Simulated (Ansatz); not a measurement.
# Fe (Im-3m) in Ansatz: notebook

The runs below take Fe through single point, equation of state, with LDA.

All numbers are computed with Ansatz 0.2.0; they aren't measurements. Logs are shortened: lines on timing, memory, paths and dates and some standing lists are left out, and cuts for length are marked.

## Step 1: Starting point

The structure is cubic, space group Im-3m (No. 229). The conventional cell has a = 2.886 Å, b = 2.886 Å, c = 2.886 Å, α = 90.00°, β = 90.00°, γ = 90.00°. Fe (site symmetry m-3m) has 8 Fe at 2.50 Å as nearest neighbours.

## Step 2: Single point, LDA, collinear spin, ferromagnetic start, 11.30 Å³/atom (volume scaled by 0.94)

The input, input.yaml:

```yaml
crystal:
  lattice:
    - [-1.4135427549, 1.4135427549, 1.4135427549]
    - [1.4135427549, -1.4135427549, 1.4135427549]
    - [1.4135427549, 1.4135427549, -1.4135427549]
  atoms:
    - { symbol: Fe, position: [0.0, 0.0, 0.0], spin: 3.0 }
kpoints:
  mp_grid: { grid: [13, 13, 13] }
scf:
  occupations: { method: fermi_dirac, width: 0.05 }
hamiltonian:
  xc: lda
  pseudopotentials: { kind: all_electron, lapw: { basis_error: 0.001 } }
magnetization:
  spin_polarized: true
output:
  forces: true
  stress: true
  eigenvalues: true
```

Potentials or basis: all-electron LAPW, scalar-relativistic.

Started as:

```bash
ansatz run input.yaml --threads 2 --pin off --max-ram 6144MiB --backend cpu --events-out ev --progress --plain --runs-dir out
```

The log of the run:

```text
Warning: RAYON_NUM_THREADS=2 ignored (pool sized by the plan → 2); use --threads N
LAPW: plane waves up to 9.128 Å⁻¹, error target 1.0e-3 eV per atom; small_component_spin mean_spin; Fe in spheres of 1.224 Å, 16 of its electrons in bands, Dirac shells [] (how accurate: hamiltonian.pseudopotentials.lapw.basis_error, Limitations)
Engine: ansatz 0.2.0, aarch64-unknown-linux-gnu
Pseudopotentials: kind: all_electron
Pseudopotential: Fe, LAPW, valence charge 16, lapw/all_electron/scalar/gaussian/Fe, Koelling and Harmon's equation, gaussian nucleus
Functional definition: SPW92
  exchange = slater_x
  correlation = pw_c
Crystal: 1 atoms, lattice volume = 11.298 Å³
Basis set: ecut = 317.45656855530495 eV, 141 PW (Γ), exchange–correlation at level 2
Bands: 14, of which v1, the nominal top of the filled ones, is band 8 counted from 1 (7 counted from 0)
Symmetry: 48 space group operations
Space group: Im-3m (ITA 229), of the structure as read, at distance tolerance 2.2e-5 Å
Magnetic group: BNS 229.140 (UNI 1642), of the structure as read, at distance tolerance 2.2e-5 Å
k-points: 84 of 2197
Non-local potential: Fe, projectors of the file, none
Initial density: superposition of atomic densities (chi_scale 0.1, normalization cell)
Starting moments: Σ|m| = 3 μB on 1 of 1 site
Initial wavefunctions: plane waves of lowest kinetic energy (no species holds an atomic orbital)
Functional: x = slater, c = lda
iter 1 solved again at ethr=3.27e-5 eV; its pass at ethr=1.00e-1 eV (dr2=5.22e-3 eV) is discarded
SCF iter   1: F=—  HF=-34573.574930 eV  |F-HF|=—  |Δ(HF+E_count)|=         —  Δρ=4.07e-2 (↑4.07e-2 ↓3.83e-2)  dr2=5.31e-3  dr2_m=1.58e-1  M=2.166 μB ∫|m|=2.182 μB  β_m=0.30  ethr=3.27e-5  ⟨swp⟩=3.4  Hψ=18182  notcnv=0
Mixer restart at iter 1: flushing history
preconditioner: auto → none  [metal: Δε(μ)=0.007 eV  Ē_g=15.157 eV  σ=0.050 eV  W_gap=0.03  n_scr=0 (ndim 8)  ℏωp=31.2 eV  f_vac=0.000  D(μ)=1.34/eV (n_scr^D=18)]
SCF iter   2: F=—  HF=-34573.578481 eV  |F-HF|=—  |Δ(HF+E_count)|=   3.55e-3  Δρ=2.70e-2 (↑2.70e-2 ↓2.66e-2)  dr2=1.07e-3  dr2_m=7.38e-2  M=2.176 μB ∫|m|=2.201 μB  β_m=0.54  ethr=3.27e-5  ⟨swp⟩=2.3  Hψ=6507  notcnv=0
SCF iter   3: F=—  HF=-34573.626010 eV  |F-HF|=—  |Δ(HF+E_count)|=   4.75e-2  Δρ=1.15e-2 (↑1.15e-2 ↓9.10e-3)  dr2=3.18e-3  dr2_m=9.65e-3  M=2.076 μB ∫|m|=2.122 μB  β_m=0.46  ethr=6.68e-6  ⟨swp⟩=3.0  Hψ=7570  notcnv=0
iter 4 solved again at ethr=1.29e-7 eV; its pass at ethr=6.68e-6 eV (dr2=2.07e-5 eV) is discarded
SCF iter   4: F=—  HF=-34573.607935 eV  |F-HF|=—  |Δ(HF+E_count)|=   1.81e-2  Δρ=1.00e-3 (↑9.67e-4 ↓1.00e-3)  dr2=2.07e-5  dr2_m=9.20e-5  M=2.093 μB ∫|m|=2.152 μB  β_m=0.73  ethr=1.29e-7  ⟨swp⟩=2.1  Hψ=11268  notcnv=0
SCF iter   5: F=—  HF=-34573.608613 eV  |F-HF|=—  |Δ(HF+E_count)|=         —  Δρ=2.40e-4 (↑2.06e-4 ↓2.40e-4)  dr2=3.10e-7  dr2_m=5.06e-6  M=2.092 μB ∫|m|=2.154 μB  β_m=0.87  ethr=1.29e-7  ⟨swp⟩=2.7  Hψ=6192  notcnv=0
the basis was enlarged: its passes take 711.4 KiB over the memory plan, 2 of 2 planned eigensolver slots
SCF iter   6: F=—  HF=-34573.608652 eV  |F-HF|=—  |Δ(HF+E_count)|=   3.94e-5  Δρ=5.77e-5 (↑5.41e-5 ↓5.77e-5)  dr2=1.42e-8  dr2_m=3.16e-7  M=2.091 μB ∫|m|=2.154 μB  β_m=0.86  ethr=1.94e-9  ⟨swp⟩=3.0  Hψ=6660  notcnv=0
SCF iter   7: F=—  HF=-34573.608652 eV  |F-HF|=—  |Δ(HF+E_count)|=   5.95e-7  Δρ=8.22e-6 (↑8.22e-6 ↓6.73e-6)  dr2=3.40e-10  dr2_m=5.70e-9  M=2.091 μB ∫|m|=2.154 μB  β_m=0.93  ethr=8.90e-11  ⟨swp⟩=3.0  Hψ=6637  notcnv=0
SCF iter   8: F=-34573.608652 eV  HF=-34573.608652 eV  |F-HF|=2.11e-10  |Δ(HF+E_count)|=   9.59e-8  Δρ=1.90e-6 (↑1.48e-6 ↓1.90e-6)  dr2=5.27e-11  dr2_m=2.79e-10  M=2.091 μB ∫|m|=2.154 μB  ethr=2.12e-12  ⟨swp⟩=2.9  Hψ=6318  notcnv=0
SCF 1 converged in 8 iterations: F = -34573.608652 eV  dr2 = 5.27e-11
SCF converged after 8 iterations
Magnetization: 2.0913 μB (9.0456 up, 6.9544 down)
Absolute magnetization: 2.1542 μB (∫|ρ↑−ρ↓|)
Spin contamination: 0.0228 ħ² per cell (⟨S²⟩ above its minimum at these occupations)
Per-site moments (μB) at R_I (Å): [(2.1219373161561244, 1.2241639168373726)]
Free energy (F): -34573.608652 eV
Harris-Foulkes:  -34573.608652 eV  (|F-HF|=2.11e-10)
Internal energy: -34573.599249 eV  (E = F + TS)
E sigma→0 (E₀):  -34573.603950 eV
Entropy (-TS):   -0.009403 eV (-9.403 meV/atom)
Fermi energy:    18.445509 eV
--- Per-component energies (eV) ---
  E_band       = -210.356202
  E_kinetic    = 35030.186316
  E_xc         = -1460.636586
  E_electrostatic = -68143.148979  (all electrons and nuclei)
  E_smearing   = -0.009403  (= −TS)
  E_closure    = 0.000000  (closes the sum)
  E_atoms      = -34563.488450  (free atoms, spherical and without spin; not in F)
  Σ components = -34573.608652   (vs F -34573.608652, Δ=0.00e0)
  Basis errors (estimates in eV, not in F): energy 2.8e-4 per atom: plane waves 2.4e-4 (1.2e-4 summed), levels above the bands 4.8e-185, relativity 4.2e-9, radial functions 4.5e-5, core shells 6.9e-9; eigenvalues (radial functions only) 3.4e-5; not estimated: angular momenta, meshes, grids; target (lapw.basis_error) 1.0e-3; muffin-tin radii Fe 1.224 Å
--- Forces (eV/Å), atoms counted from 1 ---
  atom   1  Fe     0.00000000    -0.00000000    -0.00000000
  max |Σ_I F_I| component: 5.75e-31 eV/Å
--- Stress (GPa, compression-positive) ---
      -17.731710       0.000000       0.000000
        0.000000     -17.731710      -0.000000
        0.000000      -0.000000     -17.731710
  P = ⅓ Tr σ = -17.7317 GPa (-177.317 kbar)
--- Band table (eV; the first three rows and the last of 168) ---
  k-point 0 ↑: bands = ["-68.8360", "-35.0074", "-35.0074", "-35.0074", "9.7765", "16.1114", "16.1114", "16.1114", "17.4693", "17.4693", "42.7101", "42.7101", "42.7101", "48.3530"]
  k-point 1 ↑: bands = ["-68.8312", "-35.0328", "-35.0158", "-35.0074", "10.0225", "16.0423", "16.1042", "16.2459", "17.4012", "17.4747", "41.3795", "42.4122", "42.6100", "47.4575"]
  k-point 2 ↑: bands = ["-68.8177", "-35.1030", "-35.0391", "-35.0073", "10.7297", "15.8544", "16.0510", "16.6307", "17.2801", "17.4932", "38.4459", "41.2829", "42.3834", "45.3351"]
  k-point 83 ↓: bands = ["-66.2878", "-33.0138", "-33.0091", "-33.0091", "15.2007", "15.2143", "20.5061", "20.5061", "20.6022", "27.8674", "28.8491", "28.8491", "35.3299", "35.7952"]
```

Wall time 6.4 s (2 threads of Arm Neoverse V1, shared host); peak memory 0.34 GiB.

What came out:

```yaml
Free_energy: -34573.6087 eV
Pressure: -17.7 GPa
Band_gap_on_the_k_mesh: none (metal or under the smearing width)
Net_moment: 2.09 μB per cell
Absolute_moment: 2.15 μB per cell
Site_moments: Fe +2.12 μB
```

## Step 3: Single point, LDA, collinear spin, ferromagnetic start, 11.54 Å³/atom (volume scaled by 0.96)

Changes to input.yaml since step 2:

```diff
@@ -2,5 +2,5 @@
   lattice:
-    - [-1.4135427549, 1.4135427549, 1.4135427549]
-    - [1.4135427549, -1.4135427549, 1.4135427549]
-    - [1.4135427549, 1.4135427549, -1.4135427549]
+    - [-1.4234976093, 1.4234976093, 1.4234976093]
+    - [1.4234976093, -1.4234976093, 1.4234976093]
+    - [1.4234976093, 1.4234976093, -1.4234976093]
   atoms:
```

Potentials or basis: all-electron LAPW, scalar-relativistic.

Started as:

```bash
ansatz run input.yaml --threads 2 --pin off --max-ram 6144MiB --backend cpu --events-out ev --progress --plain --runs-dir out
```

It took 6.3 s on 2 threads of Arm Neoverse V1, shared host; peak memory 0.34 GiB.

The run converged. Its results:

| Item | Value |
| --- | --- |
| Free energy | -34573.5795 eV |
| Pressure | -21.0 GPa |
| Band gap on the k mesh | none (metal or under the smearing width) |
| Net moment | 2.12 μB per cell |
| Absolute moment | 2.19 μB per cell |
| Site moments | Fe +2.16 μB |

## Step 4: Single point, LDA, collinear spin, ferromagnetic start, 11.78 Å³/atom (volume scaled by 0.98)

Changes to input.yaml since step 3:

```diff
@@ -2,5 +2,5 @@
   lattice:
-    - [-1.4234976093, 1.4234976093, 1.4234976093]
-    - [1.4234976093, -1.4234976093, 1.4234976093]
-    - [1.4234976093, 1.4234976093, -1.4234976093]
+    - [-1.4333151444, 1.4333151444, 1.4333151444]
+    - [1.4333151444, -1.4333151444, 1.4333151444]
+    - [1.4333151444, 1.4333151444, -1.4333151444]
   atoms:
```

Started as:

```bash
ansatz run input.yaml --threads 2 --pin off --max-ram 6144MiB --backend cpu --events-out ev --progress --plain --runs-dir out
```

Wall time 6.7 s (2 threads of Arm Neoverse V1, shared host); peak memory 0.34 GiB.

It converged, with:

* Free energy: -34573.5458 eV
* Pressure: -23.8 GPa
* Band gap on the k mesh: none (metal or under the smearing width)
* Net moment: 2.16 μB per cell
* Absolute moment: 2.23 μB per cell
* Site moments: Fe +2.19 μB

## Step 5: Single point, LDA, collinear spin, ferromagnetic start, 12.02 Å³/atom

Changes to input.yaml since step 4:

```diff
@@ -2,5 +2,5 @@
   lattice:
-    - [-1.4333151444, 1.4333151444, 1.4333151444]
-    - [1.4333151444, -1.4333151444, 1.4333151444]
-    - [1.4333151444, 1.4333151444, -1.4333151444]
+    - [-1.443, 1.443, 1.443]
+    - [1.443, -1.443, 1.443]
+    - [1.443, 1.443, -1.443]
   atoms:
```

Started as:

```bash
ansatz run input.yaml --threads 2 --pin off --max-ram 6144MiB --backend cpu --events-out ev --progress --plain --runs-dir out
```

Run time: 6.8 s. Hardware: 2 threads of Arm Neoverse V1, shared host; peak memory 0.34 GiB.

Results (log left out):

```yaml
Free_energy: -34573.5083 eV
Pressure: -26.1 GPa
Band_gap_on_the_k_mesh: none (metal or under the smearing width)
Net_moment: 2.20 μB per cell
Absolute_moment: 2.28 μB per cell
Site_moments: Fe +2.24 μB
```

## Step 6: Single point, LDA, collinear spin, ferromagnetic start, 12.26 Å³/atom (volume scaled by 1.02)

Changes to input.yaml since step 5:

```diff
@@ -2,5 +2,5 @@
   lattice:
-    - [-1.443, 1.443, 1.443]
-    - [1.443, -1.443, 1.443]
-    - [1.443, 1.443, -1.443]
+    - [-1.4525565699, 1.4525565699, 1.4525565699]
+    - [1.4525565699, -1.4525565699, 1.4525565699]
+    - [1.4525565699, 1.4525565699, -1.4525565699]
   atoms:
```

Potentials or basis: all-electron LAPW, scalar-relativistic.

Started as:

```bash
ansatz run input.yaml --threads 2 --pin off --max-ram 6144MiB --backend cpu --events-out ev --progress --plain --runs-dir out
```

It took 6.9 s on 2 threads of Arm Neoverse V1, shared host; peak memory 0.34 GiB.

Results (log left out):

```
Free energy            : -34573.4680 eV
Pressure               : -27.6 GPa
Band gap on the k mesh : none (metal or under the smearing width)
Net moment             : 2.26 μB per cell
Absolute moment        : 2.34 μB per cell
Site moments           : Fe +2.30 μB
```

## Step 7: Single point, LDA, collinear spin, ferromagnetic start, 12.50 Å³/atom (volume scaled by 1.04)

Changes to input.yaml since step 6:

```diff
@@ -2,5 +2,5 @@
   lattice:
-    - [-1.4525565699, 1.4525565699, 1.4525565699]
-    - [1.4525565699, -1.4525565699, 1.4525565699]
-    - [1.4525565699, 1.4525565699, -1.4525565699]
+    - [-1.4619890197, 1.4619890197, 1.4619890197]
+    - [1.4619890197, -1.4619890197, 1.4619890197]
+    - [1.4619890197, 1.4619890197, -1.4619890197]
   atoms:
```

Started as:

```bash
ansatz run input.yaml --threads 2 --pin off --max-ram 6144MiB --backend cpu --events-out ev --progress --plain --runs-dir out
```

Run time: 6.4 s. Hardware: 2 threads of Arm Neoverse V1, shared host; peak memory 0.34 GiB.

Results (log left out):

| Property | Result |
| --- | --- |
| Free energy | -34573.4256 eV |
| Pressure | -28.8 GPa |
| Band gap on the k mesh | none (metal or under the smearing width) |
| Net moment | 2.33 μB per cell |
| Absolute moment | 2.41 μB per cell |
| Site moments | Fe +2.37 μB |

## Step 8: Single point, LDA, collinear spin, ferromagnetic start, 12.74 Å³/atom (volume scaled by 1.06)

Changes to input.yaml since step 7:

```diff
@@ -2,5 +2,5 @@
   lattice:
-    - [-1.4619890197, 1.4619890197, 1.4619890197]
-    - [1.4619890197, -1.4619890197, 1.4619890197]
-    - [1.4619890197, 1.4619890197, -1.4619890197]
+    - [-1.4713013028, 1.4713013028, 1.4713013028]
+    - [1.4713013028, -1.4713013028, 1.4713013028]
+    - [1.4713013028, 1.4713013028, -1.4713013028]
   atoms:
```

Started as:

```bash
ansatz run input.yaml --threads 2 --pin off --max-ram 6144MiB --backend cpu --events-out ev --progress --plain --runs-dir out
```

Run time: 6.4 s. Hardware: 2 threads of Arm Neoverse V1, shared host; peak memory 0.34 GiB.

The run converged. Its results:

```
Free energy            : -34573.3817 eV
Pressure               : -29.8 GPa
Band gap on the k mesh : none (metal or under the smearing width)
Net moment             : 2.39 μB per cell
Absolute moment        : 2.47 μB per cell
Site moments           : Fe +2.43 μB
```

## Step 9: Equation of state, LDA, collinear spin, ferromagnetic start

Potentials or basis: all-electron LAPW, scalar-relativistic.

This step only gathers the single runs of the series.

Results:

```
Equilibrium volume : 10.53 Å³/atom (rough: see the caveat)
Bulk modulus       : 324 GPa (rough)
```

Energy against volume, from the lowest point:
```
volume (Å³/atom)  energy (meV/atom)
          11.298               0.00
          11.538              29.12
          11.778              62.81
          12.019             100.30
          12.259             140.64
          12.499             183.02
          12.740             226.99
```

Caveat: the fit is doubtful: noisy points or a state that changes with volume; the minimum lies outside the volumes run.
